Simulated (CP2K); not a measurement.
The system is BaTiO3.

```
Ba Ti O
1.0
     3.99980    0.00000    0.00000
     0.00000    3.99980    0.00000
     0.00000    0.00000    4.01800
Ba Ti O
1 1 3
Direct
  0.00000 0.00000 0.00000
  0.50000 0.50000 0.49000
  0.00000 0.50000 0.51700
  0.50000 0.00000 0.51700
  0.50000 0.50000 0.01900
```

Base run:

| Item | Value |
| --- | --- |
| Program | CP2K 2026.2 |
| Functional | PBE |
| Potentials or basis | GTH_POTENTIALS Ba GTH-PBE-q10, Ti GTH-PBE-q12, O GTH-PBE-q6; DZVP-MOLOPT-SR-GTH basis |
| Density cutoff | 8163 eV |
| k mesh | 5 × 5 × 5 |
| Occupations | fermi-dirac, width 0.05 eV |
| Spin | no spin polarisation |
| Hubbard terms | Ti d U = 8.0 eV |

Its results: band gap on the k mesh 2.65 eV, indirect (least direct gap 2.87 eV).

Question: The run is repeated on the same cell with these changes: hubbard terms from Ti d U = 8.0 eV to Ti d U = 4.0 eV. What comes out?

Answer: Band gap on the k mesh 2.26 eV, indirect (least direct gap 2.46 eV).

Caveats: this program's U acts on Mulliken populations of all basis functions of the shell, so it isn't the U of plane-wave codes; energies scatter by some meV and the pressure isn't listed; spin-orbit coupling is left out, which moves the levels of the heavy elements; an odd mesh through Γ misses points on the zone boundary, where band edges often lie; the basis of atomic orbitals isn't converged, which shifts pressures, moduli and gaps.
